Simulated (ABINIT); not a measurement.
**ZrB2: single point with PBE**

ZrB2:

```
Zr B
1.0
     3.17000    0.00000    0.00000
    -1.58500    2.74530    0.00000
     0.00000    0.00000    3.53300
Zr B
1 2
Cartesian
  0.0000 0.0000 0.0000
  1.5850 0.9151 1.7665
  0.0000 1.8302 1.7665
```

* Program: ABINIT 10.8.3 (patched build)
* Task: single point
* Functional: PBE
* Potentials or basis: SPMS NC PBE v1.0
* Cutoff: 816 eV
* k mesh: 10 × 10 × 8
* Occupations: fermi-dirac, width 0.05 eV
* Spin: no spin polarisation

| Property | Result |
| --- | --- |
| Pressure | 0.9 GPa |
| Band gap on the k mesh | none (metal or under the smearing width) |
| Valence electrons inside the program's atomic spheres | Zr 8.45; B 2.65 |

Stress tensor (GPa, compression positive):
```
0.41 0.00 0.00
0.00 0.41 0.00
0.00 0.00 1.78
```

Levels at points of the mesh, in eV from the Fermi level:
```csv
k point,band 7,band 8,band 9,band 10,band 11,band 12
"(0.00, 0.00, 0.00)",-2.56,-2.51,-2.26,3.47,3.47,4.24
"(0.50, 0.00, 0.00)",-3.82,-2.97,-2.60,2.35,2.38,4.99
"(0.00, 0.00, 0.50)",-0.87,-0.87,0.41,0.41,0.85,0.85
"(0.50, 0.00, 0.50)",-4.54,-4.05,-1.94,3.81,4.22,5.36
```

It took 31 s on 1 thread of Arm Neoverse V2, with other jobs on the host, peak memory 0.08 GiB.
